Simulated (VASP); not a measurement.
# BaTe (Fm-3m) in VASP: a series of runs

One crystal, BaTe, is run at these levels: PBE, r2SCAN; tasks: single point.

Program: VASP 6.6.1. These are calculated values, not measurements. Logs are shortened: lines on timing, memory, paths and dates and some standing lists are left out, and cuts for length are marked.

## 1. The structure

It takes space group Fm-3m (No. 225, cubic). Conventional cell: a = 7.065 Å, b = 7.065 Å, c = 7.065 Å, α = 90.00°, β = 90.00°, γ = 90.00°. Around Ba (site symmetry m-3m) lie 6 Te at 3.53 Å. Te (site symmetry m-3m) is surrounded by 6 Ba at 3.53 Å.

The cell was built by a generator and needn't be a form met in nature.

## 2. Single point, PBE

Contents of INCAR:

```
SYSTEM = BaTe
PREC     = Accurate       ! precision mode
ENCUT    = 520            ! plane-wave cutoff, eV
EDIFF    = 1E-6           ! SCF threshold, eV
ISMEAR   = 0              ! smearing method
SIGMA    = 0.01           ! smearing width, eV
LREAL    = .FALSE.        ! projectors in reciprocal space
LASPH    = .TRUE.         ! aspherical terms in the spheres
NELM     = 100            ! most SCF steps
ALGO     = Normal         ! electronic algorithm
ISIF     = 2              ! what is computed and relaxed
LWAVE    = .FALSE.        ! write WAVECAR
LCHARG   = .FALSE.        ! write CHGCAR
GGA      = PE             ! functional
NBANDS   = 15             ! bands
```

Contents of KPOINTS:

```
Automatic mesh
0
G
  6 6 6
  0 0 0
```

Contents of POSCAR:

```
BaTe
1.0
    0.0000000000      3.5323868345      3.5323868345
    3.5323868345      0.0000000000      3.5323868345
    3.5323868345      3.5323868345      0.0000000000
Ba Te
1 1
Direct
    0.0000000000      0.0000000000      0.0000000000
    0.5000000000      0.5000000000      0.5000000000
```

Potentials or basis: VASP PAW PBE potentials, release 64 (Ba_sv, Te).

Run with:

```console
cat potpaw_PBE.64/Ba_sv/POTCAR potpaw_PBE.64/Te/POTCAR > POTCAR
mpirun -np 1 vasp_std > vasp.out
```

OUTCAR:

```text
SYSTEM = BaTe
   PREC = Accurate
   ENCUT = 520
   EDIFF = 1E-6
   ISMEAR = 0
   LREAL = .FALSE.
   LASPH = .TRUE.
   NELM = 100
   ISIF = 2
   GGA = PE

 ion  position               nearest neighbor table
   1  0.000  0.000  0.000-   2 3.53   2 3.53   2 3.53   2 3.53   2 3.53   2 3.53
   2  0.500  0.500  0.500-   1 3.53   1 3.53   1 3.53   1 3.53   1 3.53   1 3.53

  LATTYP: Found a face centered cubic cell.
 ALAT       =     7.0647736690

  Lattice vectors:

 A1 = (   0.0000000000,   3.5323868345,   3.5323868345)
 A2 = (   3.5323868345,   0.0000000000,   3.5323868345)
 A3 = (   3.5323868345,   3.5323868345,   0.0000000000)

Analysis of symmetry for initial positions (statically):
=====================================================================
 Subroutine PRICEL returns:
 Original cell was already a primitive cell.

 Routine SETGRP: Setting up the symmetry group for a
 face centered cubic supercell.

 Subroutine GETGRP returns: Found 48 space group operations
 (whereof 48 operations were pure point group operations)
 out of a pool of 48 trial point group operations.

The static configuration has the point symmetry O_h .

Analysis of symmetry for dynamics (positions and initial velocities):
=====================================================================
 Subroutine PRICEL returns:
 Original cell was already a primitive cell.

 Routine SETGRP: Setting up the symmetry group for a
 face centered cubic supercell.

 Subroutine GETGRP returns: Found 48 space group operations
 (whereof 48 operations were pure point group operations)
 out of a pool of 48 trial point group operations.

The dynamic configuration has the point symmetry O_h .

 Subroutine INISYM returns: Found 48 space group operations
 (whereof 48 operations are pure point group operations),
 and found     1 'primitive' translations

----------------------------------------------------------------------------------------

                                     Primitive cell

  volume of cell :      88.1525

  direct lattice vectors                    reciprocal lattice vectors
     0.000000000  3.532386835  3.532386835    -0.141547351  0.141547351  0.141547351
     3.532386835  0.000000000  3.532386835     0.141547351 -0.141547351  0.141547351
     3.532386835  3.532386835  0.000000000     0.141547351  0.141547351 -0.141547351

  length of vectors
     4.995549369  4.995549369  4.995549369     0.245167204  0.245167204  0.245167204

  position of ions in fractional coordinates (direct lattice)
     0.000000000  0.000000000  0.000000000
     0.500000000  0.500000000  0.500000000

  ion indices of the primitive-cell ions
   primitive index   ion index
                 1           1
                 2           2

----------------------------------------------------------------------------------------

 KPOINTS: Automatic mesh

Automatic generation of k-mesh.
 Grid dimensions read from file:
 generate k-points for:    6    6    6

 Generating k-lattice:

  Cartesian coordinates                     Fractional coordinates (reciprocal lattice)
    -0.023591225  0.023591225  0.023591225     0.166666667  0.000000000  0.000000000
     0.023591225 -0.023591225  0.023591225     0.000000000  0.166666667  0.000000000
     0.023591225  0.023591225 -0.023591225     0.000000000  0.000000000  0.166666667

  Length of vectors
     0.040861201  0.040861201  0.040861201

  Shift w.r.t. Gamma in fractional coordinates (k-lattice)
     0.000000000  0.000000000  0.000000000

 Subroutine IBZKPT returns following result:
 ===========================================

 Found     16 irreducible k-points:

 Following reciprocal coordinates:
            Coordinates               Weight
  0.000000  0.000000  0.000000      1.000000
  0.166667  0.000000  0.000000      8.000000
  0.333333  0.000000  0.000000      8.000000
  0.500000  0.000000  0.000000      4.000000
  0.166667  0.166667  0.000000      6.000000
  0.333333  0.166667  0.000000     24.000000
[... 8 lines left out ...]
 -0.333333  0.333333  0.166667     24.000000
 -0.333333  0.500000  0.166667     12.000000
   k-points           NKPTS =     16   k-points in BZ     NKDIM =     16   number of bands    NBANDS=     15
   number of dos      NEDOS =    301   number of ions     NIONS =      2
   total plane-waves  NPLWV =  64000
   dimension x,y,z NGX =    40 NGY =   40 NGZ =   40
   dimension x,y,z NGXF=    80 NGYF=   80 NGZF=   80
   ions per type =               1   1
   NGX,Y,Z   is equivalent  to a cutoff of  13.31, 13.31, 13.31 a.u.
   NGXF,Y,Z  is equivalent  to a cutoff of  26.62, 26.62, 26.62 a.u.
 SYSTEM =  BaTe
   PREC   = accura    normal or accurate (medium, high low for compatibility)
   ISTART =      0    job   : 0-new  1-cont  2-samecut
   ICHARG =      2    charge: 1-file 2-atom 10-const
   ISPIN  =      1    spin polarized calculation?
   LNONCOLLINEAR =      F non collinear calculations
   LSORBIT =      F    spin-orbit coupling
   LASPH  =      T    aspherical Exc in radial PAW
   ENCUT  =  520.0 eV  38.22 Ry    6.18 a.u.   9.29  9.29  9.29*2*pi/ulx,y,z
   NELM   =    100;   NELMIN=  2; NELMDL= -5     # of ELM steps
   EDIFF  = 0.1E-05   stopping-criterion for ELM
   LREAL  =      F    real-space projection
   EDIFFG = 0.1E-04   stopping-criterion for IOM
   NSW    =      0    number of steps for IOM
   IBRION =     -1    ionic relax: 0-MD 1-quasi-New 2-CG
   NFREE  =      0    steps in history (QN), initial steepest desc. (CG)
   ISIF   =      2    stress and relaxation
   ISYM   =      2    0-nonsym 1-usesym 2-fastsym
   POTIM  = 0.5000    time-step for ionic-motion
   TEBEG  =    0.0;   TEEND  =   0.0 temperature during run
   PSTRESS=    0.0 pullay stress
   NELECT =      16.0000    total number of electrons
   NUPDOWN=      -1.0000    fix difference up-down
   EMIN   =  10.00;   EMAX   =-10.00  energy-range for DOS
   EFERMI =   0.00;   METHOD = LEGACY
   ISMEAR =     0;   SIGMA  =   0.01  broadening in eV -4-tet -1-fermi 0-gaus
   EFERMI_NEDOS =   21; number of points for ismear=-14 and -15
   IALGO  =     38    algorithm
   IMIX   =      4    mixing-type and parameters
     AMIX     =   0.40;   BMIX     =  1.00
     AMIX_MAG =   1.60;   BMIX_MAG =  1.00
  volume/ion in A,a.u.               =      44.08       297.44
  Fermi-wavevector in a.u.,A,eV,Ry     =   0.926908  1.751602 11.689557  0.859158
  Thomas-Fermi vector in A             =   2.052921
   LORBIT       =      0    0 simple, 1 ext, 2 COOP (PROOUT), +10 PAW based schemes
   GGA     = PE    functional components
   LHFCALC =     F    Hartree Fock is set to
   AEXX    =    0.0000 exact exchange contribution
   IVDW    =     0    specifies the selected vdW correction
   LEPSILON=     F    determine dielectric tensor
   LRPA    =     F    only Hartree local field effects (RPA)
 non-spin polarized calculation
 Gauss-broadening in eV      SIGMA  =   0.01
  energy-cutoff  :      520.00
  volume of cell :       88.15
 maximum number of plane-waves:      2421
 NGX is ok and might be reduce to    40
   NGX = 19   NGY = 19   NGZ = 19

 number of electron      16.0000000 magnetization

 Free energy of the ion-electron system (eV)
  ---------------------------------------------------
  ext. energy  EPLUGINS =         0.00000000
  ---------------------------------------------------
  free energy    TOTEN  =        -8.62822725 eV

  energy without entropy =       -8.62822725  energy(sigma->0) =       -8.62822725

 E-fermi :   2.1664     XC(G=0):  -8.1357

 val. band max:        2.1058022645   @ k =   0.0000   0.0000   0.0000
 cond. band min:       3.6833425225   @ k =   0.5000   0.5000   0.0000
 fundamental gap:      1.5775402581
 Fermi energy:         2.1664319388

 k-point     1 :       0.0000    0.0000    0.0000
  band No.  band energies     occupation
      1     -24.9875      2.00000
      2     -10.1323      2.00000
      3     -10.1323      2.00000
      4     -10.1323      2.00000
      5      -7.3751      2.00000
      6       2.1058      2.00000
      7       2.1058      2.00000
      8       2.1058      2.00000
      9       4.9099      0.00000
     10       5.0472      0.00000
     11       5.0472      0.00000
     12       5.0472      0.00000
     13       5.6352      0.00000
     14       5.6352      0.00000
     15       9.0889      0.00000

 k-point     2 :       0.1667    0.0000    0.0000
  band No.  band energies     occupation
      1     -24.9847      2.00000
      2     -10.2356      2.00000
      3     -10.1350      2.00000
      4     -10.1350      2.00000
      5      -7.2037      2.00000
      6       1.3284      2.00000
      7       1.7483      2.00000
      8       1.7483      2.00000
      9       5.0750      0.00000
     10       5.3727      0.00000
     11       5.3727      0.00000
     12       5.9842      0.00000
     13       6.3611      0.00000
     14       6.3611      0.00000
     15       9.8796      0.00000

 k-point     3 :       0.3333    0.0000    0.0000
  band No.  band energies     occupation
      1     -24.9791      2.00000
      2     -10.4168      2.00000
      3     -10.1405      2.00000
      4     -10.1405      2.00000
      5      -6.8758      2.00000
      6       0.3350      2.00000
      7       1.2346      2.00000
      8       1.2346      2.00000
      9       5.4948      0.00000
     10       6.2049      0.00000
     11       6.2049      0.00000
     12       7.3286      0.00000
     13       7.9405      0.00000
     14       7.9405      0.00000
     15      10.0364      0.00000

 k-point     4 :       0.5000    0.0000    0.0000
  band No.  band energies     occupation
      1     -24.9762      2.00000
      2     -10.4979      2.00000
      3     -10.1432      2.00000
      4     -10.1432      2.00000
      5      -6.7150      2.00000
      6      -0.0567      2.00000
      7       1.0311      2.00000
      8       1.0311      2.00000
      9       6.2592      0.00000
     10       6.7934      0.00000
     11       6.9335      0.00000
     12       6.9335      0.00000
     13       8.9921      0.00000
     14       8.9921      0.00000
     15       9.3881      0.00000
[... 163 lines left out ...]
 k-point    14 :       0.5000    0.3333    0.1667
  band No.  band energies     occupation
      1     -24.9753      2.00000
      2     -10.3643      2.00000
      3     -10.2134      2.00000
      4     -10.1699      2.00000
      5      -6.9508      2.00000
      6       0.5073      2.00000
      7       1.2007      2.00000
      8       1.4233      2.00000
      9       4.8896      0.00000
     10       6.3954      0.00000
     11       6.9520      0.00000
     12       7.1221      0.00000
     13       7.6253      0.00000
     14       8.9346      0.00000
     15       9.4873      0.00000

 k-point    15 :      -0.3333    0.3333    0.1667
  band No.  band energies     occupation
      1     -24.9735      2.00000
      2     -10.3656      2.00000
      3     -10.2331      2.00000
      4     -10.1894      2.00000
      5      -6.9275      2.00000
      6       0.5758      2.00000
      7       1.1421      2.00000
      8       1.1842      2.00000
      9       5.6766      0.00000
     10       5.7897      0.00000
     11       7.3507      0.00000
     12       7.3509      0.00000
     13       7.5303      0.00000
     14       9.2282      0.00000
     15      10.0067      0.00000

 k-point    16 :      -0.3333    0.5000    0.1667
  band No.  band energies     occupation
      1     -24.9725      2.00000
      2     -10.2899      2.00000
      3     -10.2489      2.00000
      4     -10.2345      2.00000
      5      -7.0432      2.00000
      6       1.0567      2.00000
      7       1.0587      2.00000
      8       1.3679      2.00000
      9       4.6813      0.00000
     10       6.6040      0.00000
     11       6.7271      0.00000
     12       7.2837      0.00000
     13       7.7578      0.00000
     14       8.4509      0.00000
     15      10.0693      0.00000

------------------------ aborting loop because EDIFF is reached ----------------------------------------

  FORCE on cell =-STRESS in cart. coord.  units (eV):
  Direction    XX          YY          ZZ          XY          YZ          ZX
  --------------------------------------------------------------------------------------
  -------------------------------------------------------------------------------------
  Total        0.1657308      0.1657308      0.1657308      0.0000000      0.0000000      0.0000000
  in kB        3.0121668      3.0121668      3.0121668      0.0000000      0.0000000      0.0000000
  external PRESSURE =       3.0121668 kB  Pullay stress =       0.0000000 kB

 VOLUME and BASIS-vectors are now :
 -----------------------------------------------------------------------------
  energy-cutoff  :      520.00
  volume of cell :       88.15
      direct lattice vectors                 reciprocal lattice vectors
     0.000000000  3.532386835  3.532386835    -0.141547351  0.141547351  0.141547351
     3.532386835  0.000000000  3.532386835     0.141547351 -0.141547351  0.141547351
     3.532386835  3.532386835  0.000000000     0.141547351  0.141547351 -0.141547351

 POSITION                                       TOTAL-FORCE (eV/Angst)
 -----------------------------------------------------------------------------------
      0.00000      0.00000      0.00000         0.000000     -0.000000     -0.000000
      3.53239      3.53239      3.53239        -0.000000      0.000000      0.000000
 -----------------------------------------------------------------------------------
    total drift:                                0.000000     -0.000000     -0.000000

  FREE ENERGIE OF THE ION-ELECTRON SYSTEM (eV)
  ---------------------------------------------------
  free  energy   TOTEN  =        -8.6282272484 eV

  energy  without entropy=       -8.6282272484  energy(sigma->0) =       -8.62822725
```

Wall time 30 s (1 thread of Intel Xeon Platinum 8375C at 2.90GHz (Ice Lake), shared host); peak memory 0.24 GiB.

Results:

| Quantity | Value |
| --- | --- |
| Free energy | -8.6282 eV |
| Pressure | 0.3 GPa |
| Band gap on the k mesh | 1.58 eV, indirect (least direct gap 1.96 eV) |

Levels at points of the mesh, in eV from the valence-band top:
```csv
k point,band 4,band 5,band 6,band 7,band 8,band 9,band 10,band 11,band 12,band 13
"(0.00, 0.00, 0.00)",-12.24,-9.48,0.00,0.00,0.00,2.80,2.94,2.94,2.94,3.53
"(0.50, 0.00, 0.00)",-12.25,-8.82,-2.16,-1.07,-1.07,4.15,4.69,4.83,4.83,6.89
"(0.50, 0.50, 0.00)",-12.31,-9.28,-1.12,-0.38,-0.38,1.58,4.38,4.53,5.47,5.64
```

Caveat: spin-orbit coupling is left out, which moves the levels of the heavy elements.

## 3. Single point, PBE

Contents of INCAR:

```
SYSTEM = BaTe
ALGO     = Fast           ! electronic algorithm
EDIFF    = 1E-6           ! SCF threshold, eV
ENCUT    = 520            ! plane-wave cutoff, eV
GGA      = PE             ! functional
ISIF     = 2              ! what is computed and relaxed
ISMEAR   = 0              ! smearing method
LASPH    = .TRUE.         ! aspherical terms in the spheres
LCHARG   = .FALSE.        ! write CHGCAR
LREAL    = .FALSE.        ! projectors in reciprocal space
LWAVE    = .FALSE.        ! write WAVECAR
NBANDS   = 15             ! bands
NELM     = 60             ! most SCF steps
PREC     = Accurate       ! precision mode
SIGMA    = 0.01           ! smearing width, eV
```

Contents of KPOINTS:

```
k-points
0
G
  6 6 6
  0 0 0
```

POSCAR is that of step 2.

Potentials or basis: VASP PAW PBE potentials, release 64 (Ba_sv, Te).

Run with:

```console
cat potpaw_PBE.64/Ba_sv/POTCAR potpaw_PBE.64/Te/POTCAR > POTCAR
mpirun -np 1 vasp_std > vasp.out
```

It took 33 s on 1 thread of Intel Xeon Platinum 8375C at 2.90GHz (Ice Lake), shared host; peak memory 0.24 GiB.

It converged, with:

```
Free energy            : -8.6282 eV
Pressure               : 0.3 GPa
Band gap on the k mesh : 1.58 eV, indirect (least direct gap 1.96 eV)
```

Levels at points of the mesh, in eV from the valence-band top:
```tsv
k point	band 6	band 7	band 8	band 9	band 10	band 11
(0.00, 0.00, 0.00)	0.00	0.00	0.00	2.80	2.94	2.94
(0.50, 0.00, 0.00)	-2.16	-1.07	-1.07	4.15	4.69	4.83
(0.50, 0.50, 0.00)	-1.12	-0.38	-0.38	1.58	4.38	4.53
```

Caveat: spin-orbit coupling is left out, which moves the levels of the heavy elements.

## 4. Single point, r2SCAN

POSCAR is that of step 3.

Contents of INCAR.step1:

```
SYSTEM = BaTe
PREC = Accurate ; ENCUT = 520
ISMEAR = 0 ; SIGMA = 0.01
LREAL = .FALSE. ; LASPH = .TRUE.
NELM = 80 ; NBANDS = 15
GGA = PE ; ALGO = Normal
EDIFF = 1E-4 ; LWAVE = .TRUE.
LCHARG = .FALSE.
```

Contents of INCAR.step2:

```
SYSTEM = BaTe
PREC = Accurate ; ENCUT = 520
EDIFF = 1E-6 ; ISMEAR = 0
SIGMA = 0.01 ; LREAL = .FALSE.
LASPH = .TRUE. ; NELM = 80
ALGO = Normal ; ISIF = 2
LWAVE = .FALSE. ; LCHARG = .FALSE.
METAGGA = R2SCAN ; LMIXTAU = .TRUE.
NBANDS = 15 ; ISTART = 1
```

Contents of KPOINTS:

```
regular mesh
0
G
  6 6 6
  0 0 0
```

Run with:

```console
cat potpaw_PBE.64/Ba_sv/POTCAR potpaw_PBE.64/Te/POTCAR > POTCAR
cp INCAR.step1 INCAR
mpirun -np 1 vasp_std > vasp.out
cp INCAR.step2 INCAR
mpirun -np 1 vasp_std > vasp.out
```

It took 92 s on 1 thread of Intel Xeon Platinum 8375C at 2.90GHz (Ice Lake), shared host; peak memory 0.26 GiB.

It converged, with:

* Free energy: -56.0284 eV
* Pressure: 0.3 GPa
* Band gap on the k mesh: 1.93 eV, indirect (least direct gap 2.32 eV)

Levels at points of the mesh, in eV from the valence-band top:
```tsv
k point	band 4	band 5	band 6	band 7	band 8	band 9	band 10	band 11	band 12	band 13
(0.00, 0.00, 0.00)	-12.61	-9.75	0.00	0.00	0.00	3.36	3.36	3.36	3.47	4.02
(0.50, 0.00, 0.00)	-12.62	-9.05	-2.15	-1.07	-1.07	4.60	5.19	5.35	5.35	7.41
(0.50, 0.50, 0.00)	-12.68	-9.54	-1.14	-0.39	-0.39	1.93	4.90	5.23	6.10	6.17
```

Caveat: the PAW data sets were made with another functional, which shifts forces and pressure a little; spin-orbit coupling is left out, which moves the levels of the heavy elements. A k mesh can miss the band edges.
